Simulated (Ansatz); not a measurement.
BN built on the h-MgO prototype (it has left that coordination) was relaxed with 5 functionals in the plane-wave code Ansatz, cell and atoms free, the symmetry of the start kept (meshes: PBE 12×12×8, r2SCAN 12×12×4, PBEsol 12×12×4, LDA 12×12×4, HSE06 9×9×2). Simulation only: spin-unpolarised, and no claim that this is the phase found in nature.

The HSE06 result:
```cif
data_structure
_symmetry_space_group_name_H-M 'P6_3/mmc'
_symmetry_Int_Tables_number 194
_cell_length_a 2.4954
_cell_length_b 2.4954
_cell_length_c 7.9372
_cell_angle_alpha 90.000
_cell_angle_beta 90.000
_cell_angle_gamma 120.000
_cell_volume 42.80
loop_
_atom_site_label
_atom_site_type_symbol
_atom_site_symmetry_multiplicity
_atom_site_Wyckoff_symbol
_atom_site_fract_x
_atom_site_fract_y
_atom_site_fract_z
_atom_site_occupancy
B1 B 2 c 0.33333 0.66667 0.25000 1
N1 N 2 d 0.66667 0.33333 0.25000 1
```

It is hexagonal, P6_3/mmc (No. 194); a = 2.495 Å, c = 7.937 Å in the conventional setting, 10.70 Å³ an atom. Around B lie 3 N at 1.44 Å; around N lie 3 B at 1.44 Å.

Question: Order the functionals by the relaxed volume, smallest first.
A. PBEsol
B. r2SCAN
C. HSE06
D. LDA
E. PBE

Answer: D (8.72 Å³/atom), B (9.33 Å³/atom), A (9.60 Å³/atom), C (10.70 Å³/atom), E (11.38 Å³/atom).

Question: What lattice does LDA give?

Answer: a = 2.489 Å, c = 6.501 Å; the volume differs by -18.5 % from HSE06's. B is surrounded by 3 N at 1.44 Å; N is surrounded by 3 B at 1.44 Å.

Question: What lattice does r2SCAN give?

Answer: a = 2.501 Å, c = 6.893 Å; the volume differs by -12.8 % from HSE06's. B is surrounded by 3 N at 1.44 Å; N is surrounded by 3 B at 1.44 Å.

Question: Held at the r2SCAN cell, what mean stress do LDA and PBE find, and does its sign point to their own minimum?

Answer: Yes. LDA -3.79 GPa, and its relaxed volume is -6.6 % from r2SCAN's; PBE +3.80 GPa, and its relaxed volume is +21.9 % from r2SCAN's. Compression counts positive, so a positive stress asks for a larger cell.
